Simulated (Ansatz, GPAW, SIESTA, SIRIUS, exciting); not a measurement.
**Al: 6 runs at one level of theory**

```
Al
1.0
    -1.59122    1.59122    1.59122
     1.59122   -1.59122    1.59122
     1.59122    1.59122   -1.59122
Al
1
Direct
  0.00000 0.00000 0.00000
```

This isn't the form of Al at room conditions, which is fcc.

Alike in all runs: task equation of state; functional PBEsol; k mesh 12 × 12 × 12; occupations fermi-dirac, width 0.05 eV; no spin polarisation; no spin-orbit coupling.

```csv
program and potentials,plane-wave cutoff (eV),notes,equilibrium volume (Å³/atom),bulk modulus (GPa)
"SIRIUS, all-electron FP-LAPW, apw+lo standard",-,-,16.59,73.5
"SIESTA, files PseudoDojo sr-pbesol-0.4.1-standard, DZP (energy shift 0.003 Ry)",-,atomic basis,16.63,77.0
"exciting, all-electron LAPW+lo, shipped species files, valence relativity iora*",-,-,16.60,73.1
"Ansatz, all-electron LAPW, scalar-relativistic",-,-,?,?
"SIRIUS, PseudoDojo 0.4.1 PBEsol standard (scalar relativistic)",557,-,16.56,73.7
"GPAW, PAW data sets generated for this functional",600,-,16.63,73.5
```

Estimate from the other rows what the run with Ansatz, all-electron LAPW, scalar-relativistic gave.

Equilibrium volume 16.59 Å³/atom; bulk modulus 73.2 GPa. The other rows, which needn't bracket it: equilibrium volume 16.56 to 16.63; bulk modulus 73.1 to 77.0.
